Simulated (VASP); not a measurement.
Runs of VASP 6.6.1 on SiC. Symmetry: P6_3mc, No. 186, hexagonal system. The conventional cell has a = 3.076 Å, b = 3.076 Å, c = 10.071 Å, α = 90.00°, β = 90.00°, γ = 120.00°. Around Si (site symmetry 3m) lie 4 C at 1.88 to 1.89 Å. Around Si (site symmetry 3m) lie 4 C at 1.88 to 1.89 Å. C (site symmetry 3m) has 4 Si at 1.88 to 1.89 Å as nearest neighbours. C (site symmetry 3m) has 4 Si at 1.88 to 1.89 Å as nearest neighbours. The cell is a database's computed one.

```csv
task,level,potentials or basis,cell,cutoff (eV),smearing,gap on the mesh (eV),pressure (GPa),relaxed volume (Å³/atom),largest force (eV/Å)
band structure,PBE,"VASP PAW PBE potentials, release 64 (Si_GW, C_GW)",as given,550,fermi-dirac 0.05 eV,2.23,4.0,-,0.01
relaxation of cell and atoms,PBE+D3,"VASP PAW PBE potentials, release 64 (Si, C)",relaxed,600,fermi-dirac 0.05 eV,2.23,0.0,10.39,-
relaxation of cell and atoms,PBE+D4,"VASP PAW PBE potentials, release 64 (Si, C)",relaxed,600,fermi-dirac 0.05 eV,2.23,0.0,(c),-
relaxation of cell and atoms,PBEsol+D3(BJ),"VASP PAW PBE potentials, release 64 (Si, C)",relaxed,600,fermi-dirac 0.05 eV,2.11,0.0,(b),-
single point,PBE,"VASP PAW PBE potentials, release 64 (Si, C)",as given,520,gaussian 0.014 eV,2.23,3.9,-,0.01
relaxation of cell and atoms,PBE,"VASP PAW PBE potentials, release 64 (Si_GW, C_GW)",relaxed,680,fermi-dirac 0.05 eV,(a),0.0,10.50,0.01
relaxation of cell and atoms,RPBE+D3,"VASP PAW PBE potentials, release 64 (Si, C)",relaxed,600,fermi-dirac 0.05 eV,2.24,0.0,10.42,-
relaxation of cell and atoms,RPBE+D4,"VASP PAW PBE potentials, release 64 (Si, C)",relaxed,600,fermi-dirac 0.05 eV,2.24,0.0,10.14,0.01
```

Alike in all rows: no spin polarisation; k mesh 10 × 10 × 3.

Task: Fill in the values left out.

Result: (a) 2.22; (b) 10.17; (c) 10.29.

Caveats: an odd mesh through Γ misses points on the zone boundary, where band edges often lie (some runs); the PAW data sets were made with another functional, which shifts forces and pressure a little (some runs).

Not every run made on this cell is shown here.
